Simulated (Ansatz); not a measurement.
# SiC: the band gap up the ladder of functionals

The task here is to estimate one member of a computed series from the others.

Program: Ansatz 0.2.0. PAW datasets, plane waves. The values are computed, spin-unpolarised, and not measurements.

**Starting point**

The cell was relaxed beforehand with r2SCAN.

The symmetry is P6_3mc (No. 186, hexagonal); a = 3.075 Å, c = 5.048 Å in the conventional setting, 10.34 Å³ an atom. Si has 4 C at 1.88–1.90 Å; C has 4 Si at 1.88–1.90 Å.

Structure file:

```cif
data_structure
_symmetry_space_group_name_H-M 'P6_3mc'
_symmetry_Int_Tables_number 186
_cell_length_a 3.0754
_cell_length_b 3.0754
_cell_length_c 5.0481
_cell_angle_alpha 90.000
_cell_angle_beta 90.000
_cell_angle_gamma 120.000
_cell_volume 41.35
loop_
_atom_site_label
_atom_site_type_symbol
_atom_site_symmetry_multiplicity
_atom_site_Wyckoff_symbol
_atom_site_fract_x
_atom_site_fract_y
_atom_site_fract_z
_atom_site_occupancy
Si1 Si 2 b 0.33333 0.66667 0.99959 1
C1 C 2 b 0.33333 0.66667 0.37541 1
```

Set-up of the first run:

input.yaml

```yaml
crystal:
  lattice:
    - [3.0753562278, 0.0, 0.0]
    - [-1.5376781139, 2.663336619, 0.0]
    - [0.0, 0.0, 5.0481082228]
  atoms:
    - { symbol: Si, position: [0.3333333333, 0.6666666667, -0.0004084119] }
    - { symbol: Si, position: [0.6666666667, 0.3333333333, 0.4995915881] }
    - { symbol: C, position: [0.3333333333, 0.6666666667, 0.3754084119] }
    - { symbol: C, position: [0.6666666667, 0.3333333333, 0.8754084119] }
kpoints:
  mp_grid: { grid: [12, 12, 6] }
  band_path:
    path:
      - [[0.0, 0.0, 0.0], [0.5, -3.231978077109e-17, -2.607508758659e-35], [0.3333333333333, 0.3333333333333, -1.151875076997e-35], [0.0, 0.0, 0.0], [4.891855464876e-53, 3.713867626222e-52, 0.5], [0.5, -3.231978077109e-17, 0.5], [0.3333333333333, 0.3333333333333, 0.5], [4.891855464876e-53, 3.713867626222e-52, 0.5]]
      - [[0.5, -3.231978077109e-17, 0.5], [0.5, -3.231978077109e-17, -2.607508758659e-35]]
      - [[0.3333333333333, 0.3333333333333, 0.5], [0.3333333333333, 0.3333333333333, -1.151875076997e-35]]
    npoints: 10
hamiltonian:
  xc: pbe
scf:
  occupations: { method: fermi_dirac, width: 0.02 }
  n_extra_bands: 5
output:
  forces: true
  stress: true
  eigenvalues: true
```

Started as:

```bash
$ ansatz run input.yaml --threads 2 --pin off --max-ram 2211MiB --backend cpu --events-out ev --progress --plain --runs-dir out
```

Among the steps run: PBE bands along the symmetry lines; r2SCAN at the same geometry; Single point with HSE06; Quasiparticle levels, G0W0@PBE; PBE0 at the same geometry.

One of the session's tables, all rows but one given; the rest of the session is left out.

```
                     level  gap (eV)
                       PBE      2.28
                    r2SCAN      2.65
                     HSE06      3.16
G0W0@PBE (123 empty bands)         ?
                      PBE0      3.88
```

Q: Estimate the row for G0W0@PBE (123 empty bands) from the others.

As computed: gap (eV): 2.99. In the column «gap (eV)» it lies between r2SCAN (2.65) and HSE06 (3.16).

Meshes: PBE 12×12×6, r2SCAN 12×12×6, HSE06 6×6×4, PBE0 6×6×4

PBE reaches 76 % of the G0W0@PBE value, and r2SCAN 89 %. PBE0 lies 0.72 eV above HSE06, which differs from it by screening the long-range exchange. G0W0 here is at a finite number of bands, screening cutoff and k mesh, not at the basis limit.

To keep in mind: Warnings in the runs' records: stress exchange threshold loose, stress scf threshold loose.
